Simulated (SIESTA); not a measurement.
**MnO in SIESTA: the effect of pseudo set**

Crystal: MnO.

```
Mn O
1.0
     0.00000    2.22391    2.22391
     2.22391    0.00000    2.22391
     2.22391    2.22391    0.00000
Mn O
1 1
Direct
  0.00000 0.00000 0.00000
  0.50000 0.50000 0.50000
```

The cell is a database's computed one.

Alike in all runs:

```yaml
Program: SIESTA 5.4.2
Task: band structure
Functional: PBE
Basis: DZP (energy shift 0.003 Ry; two zetas on semicore shells)
Grid_cutoff: 800 Ry
Energy_shift: 0.003 Ry
k_mesh: 10 × 10 × 10
Occupations: fermi-dirac, width 0.05 eV
Spin: collinear spin, ferromagnetic start
Starting_moments: "[4.0, 0.0] μB"
```

```csv
pseudo set,pressure (GPa),moment (μB)
PseudoDojo 0.4 standard,1.5,4.83
PseudoDojo 0.4 stringent,1.4,4.80
PseudoDojo 0.5 standard,1.5,4.83
SG15 1.2,?,?
SPMS 1.0,1.3,4.82
Ansatz NC,1.3,4.80
```

**Question.** What does the run with pseudo set SG15 1.2 give?

**Answer.** Pressure 3.3 GPa; moment 4.86 μB.

Caveats: the basis of atomic orbitals isn't converged, which shifts pressures, moduli and gaps; a cell with one magnetic atom can't hold antiferromagnetic order, which such compounds often take; short orbitals over semicore shells can move pressures by several GPa (some runs).
